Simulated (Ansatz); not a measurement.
# CdS (Hawleyite): the cost of one run

Computed with Ansatz 0.2.0 (DFT PBEsol, scalar-relativistic, plane waves, PAW, unless a step's input says otherwise).

That is the level of the relaxation; later steps name their own.

## 1. The structure to begin with

Symmetry: F-43m, No. 216, cubic system. Conventional cell: a = 5.825 Å, b = 5.825 Å, c = 5.825 Å, α = 90.00°, β = 90.00°, γ = 90.00°. Cd (site symmetry -43m) has 4 S at 2.52 Å as nearest neighbours. S (site symmetry -43m) has 4 Cd at 2.52 Å as nearest neighbours.

As a file:

```
CELL_PARAMETERS angstrom
0.00000 2.91228 2.91228
2.91228 0.00000 2.91228
2.91228 2.91228 0.00000
ATOMIC_POSITIONS crystal
Cd 0.00000 0.00000 0.00000
S 0.25000 0.25000 0.25000
```

This cell was relaxed beforehand with the same method: volume 24.70 Å³/atom, gap on the mesh 1.01 eV.

## 2. Levels with PBEsol

Input file input.yaml:

```yaml
crystal:
  lattice:
    - [0.0, 2.9122812207, 2.9122812207]
    - [2.9122812207, 0.0, 2.9122812207]
    - [2.9122812207, 2.9122812207, 0.0]
  atoms:
    - { symbol: Cd, position: [0.0, 0.0, 0.0] }
    - { symbol: S, position: [0.25, 0.25, 0.25] }
basis:
  ecutwfc: 420
kpoints:
  mp_grid: { grid: [8, 8, 8] }
  band_path:
    path:
      - [0.0, 0.0, 0.0]
      - [-0.5, -0.5, 0.0]
      - [-0.375, -0.375, 0.25]
      - [-0.375, 0.0, 0.375]
      - [0.0, 0.0, 0.5]
      - [-0.5, -0.25, 0.25]
    npoints: 1
hamiltonian:
  xc: pbesol
scf:
  occupations: { method: gaussian, width: 0.02 }
  n_extra_bands: 4
output:
  forces: true
  stress: true
  eigenvalues: true
  write_density: true
  write_potential: true
  elf: true
  volumetric_format: npy
```

On the command line:

```
> ansatz run input.yaml --threads 1 --pin off --max-ram 2560MiB --backend cpu --events-out ev --progress --plain --runs-dir out
```

Q: Estimate wall time and peak memory on 1 thread of Arm Neoverse V2, shared host.

About 2.5 s, with a peak of 0.3 GiB.
